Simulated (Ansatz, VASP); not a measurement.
**LiF: VASP beside Ansatz**

```
Li F
1.0
     0.00000    2.07442    2.01400
     2.07442    0.00000    2.01400
     2.07442    2.07442    0.00000
Li F
1 1
Direct
  0.00000 0.00000 0.00000
  0.50000 0.50000 0.50000
```

Change from the starting cell: equal xx and yy strain of +3 %, PAW files.

Alike in both runs: task electric field gradients; functional PBE; k mesh 10 × 10 × 10; occupations fermi-dirac, width 0.03 eV; no spin polarisation.

|  | VASP | Ansatz |
| --- | --- | --- |
| version | VASP 6.6.1 | Ansatz 0.2.0 |
| potentials or method | VASP PAW PBE potentials, release 64 (Li_sv, F) | PAW with Ansatz's default frozen-core files, scalar-relativistic |
| plane-wave cutoff (eV) | 520 | 420 |
| valence electrons in the cell | 10 | 10 |

Ansatz gave:

| Property | Result |
| --- | --- |
| gap on the k mesh at the Fermi level (eV) | 8.56 |
| Vzz of the field gradient on the site that differs most (V/Å²) | -0.4 |

Q: Which values does VASP return?

A: gap on the k mesh at the Fermi level (eV): 8.56; Vzz of the field gradient on the site that differs most (V/Å²): -0.7.

 A k mesh can miss the band edges.
